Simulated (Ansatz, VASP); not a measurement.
Two plane-wave programs on In3HSe

```
CELL_PARAMETERS angstrom
4.30000 0.00000 0.00000
0.00000 4.30000 0.00000
0.00000 0.00000 4.30000
ATOMIC_POSITIONS crystal
Se 0.00000 0.00000 0.00000
H 0.50000 0.50000 0.50000
In 0.50000 0.50000 0.00000
In 0.50000 0.00000 0.50000
In 0.00000 0.50000 0.50000
```

The cell comes from a database or a generator and needn't be the stable form of this composition.

Alike in both runs: task single point; functional PBEsol; k mesh 4 × 4 × 4; occupations gaussian, width 0.05 eV; no spin polarisation.

```csv
,VASP,Ansatz
version,VASP 6.6.1,Ansatz 0.2.0
potentials or method,"VASP PAW PBE potentials, release 64 (Se, H, In_d)","scalar-relativistic, plane waves, PAW"
plane-wave cutoff (eV),520,420
valence electrons in the cell,46,56
```

|  | VASP | Ansatz | Ansatz less VASP |
| --- | --- | --- | --- |
| gap on the k mesh at the Fermi level (eV) | none | none | - |
| pressure (GPa) | 26.3 | 26.3 | -0.04 |

A gap of «none» marks a metal or a gap that the smearing closes. The functional is the same, so the differences come from potentials, cutoffs and numerics. The two sets of potentials don't hold the same shells in valence.

Caveats: the k mesh is coarse (spacing up to 0.37 Å⁻¹), so the values aren't converged; so large a pressure means that the cell lies far from this level's equilibrium, or that cutoff or potentials fall short (VASP); the potentials were made for another functional, which shifts forces and pressure (VASP).
